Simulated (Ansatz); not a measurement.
The system is Os.

```xyz
2
Lattice="2.7341 0.0000 0.0000 -1.3671 2.3678 0.0000 0.0000 0.0000 4.3197" Properties=species:S:1:pos:R:3 pbc="T T T"
Os    1.3671    0.7893    3.2398
Os    0.0000    1.5785    1.0799
```

Base run:

| Property | Result |
| --- | --- |
| Program | Ansatz 0.2.0 |
| Functional | PBE |
| Potentials or basis | Ansatz PAW |
| Cutoff | 600 eV |
| Density cutoff | 2400 eV |
| k mesh | 11 × 11 × 6 |
| Occupations | fermi-dirac, width 0.05 eV |
| Spin | no spin polarisation |

Its results: band gap on the k mesh none (metal or under the smearing width); pressure 8.8 GPa.

Problem. The run is repeated on the same cell with these changes: functional from PBE to HSE03; cutoff from 600 eV to 420 eV (not typed: the program's choice for these potentials); k mesh from 11 × 11 × 6 to 6 × 6 × 4. What comes out?

Solution. Band gap on the k mesh none (metal or under the smearing width); pressure -4.0 GPa.

Several settings changed at once, so the effect can't be laid on one alone.

Caveats: some runs use coarse meshes; spin-orbit coupling is left out, which moves the levels of the heavy elements (some runs); the PAW data sets come from PBE, with cores solved anew for the run's functional, which leaves a small shift of forces and pressure (some runs); the thresholds are loose for stress (some runs).
